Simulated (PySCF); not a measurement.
Runs of PySCF 2.14.0 on PbO (Litharge). Symmetry: P4/nmm, No. 129, tetragonal system. The conventional cell has a = 3.990 Å, b = 3.990 Å, c = 5.010 Å, α = 90.00°, β = 90.00°, γ = 90.00°. Pb (site symmetry 4mm) has 4 O at 2.33 Å as nearest neighbours. Around O (site symmetry -4m2) lie 4 Pb at 2.33 Å. 

```tsv
level	exxdiv	grid for exchange and correlation	three-centre integrals	gap on the mesh (eV)
PBE0	ewald	Becke, atom-centred	read from an earlier run's file	2.38
PBEsol	-	Becke, atom-centred	read from an earlier run's file	(a)
B3LYP	ewald	Becke, atom-centred	read from an earlier run's file	2.29
PBE	-	Becke, atom-centred	read from an earlier run's file	0.90
r2SCAN0	ewald	Becke, atom-centred	read from an earlier run's file	(b)
HF	ewald	-	read from an earlier run's file	7.34
r2SCAN	-	Becke, atom-centred	read from an earlier run's file	1.04
LDA	-	Becke, atom-centred	-	0.81
```

Alike in all rows: task atomic charges; potentials or basis DZVP-MOLOPT-HYB/GTH-HYB (UZH) (potentials made for PBE0); no spin polarisation; cell as given; k mesh 2 × 2 × 1; smearing fixed; the mesh is coarse, so values aren't converged.

Question: Estimate the missing entries.

Answer: (a) 0.80; (b) 2.47.

Caveats: all runs use coarse meshes; spin-orbit coupling is left out, which as a rule narrows the gap of such compounds by several tenths of an eV; an odd mesh through Γ misses points on the zone boundary, where band edges often lie; the basis of atomic orbitals isn't converged, which shifts pressures, moduli and gaps; the default atom-centred grid shifts energies of crystals by up to some 10 meV an atom and pressures by some 0.5 GPa (some runs); on so small a mesh gaps with full-range exact exchange can be off by tenths of an eV to over 1 eV (some runs).

A k mesh can miss the band edges, and the runs leave out spin-orbit coupling on Pb.

Not every run made on this cell is shown here.
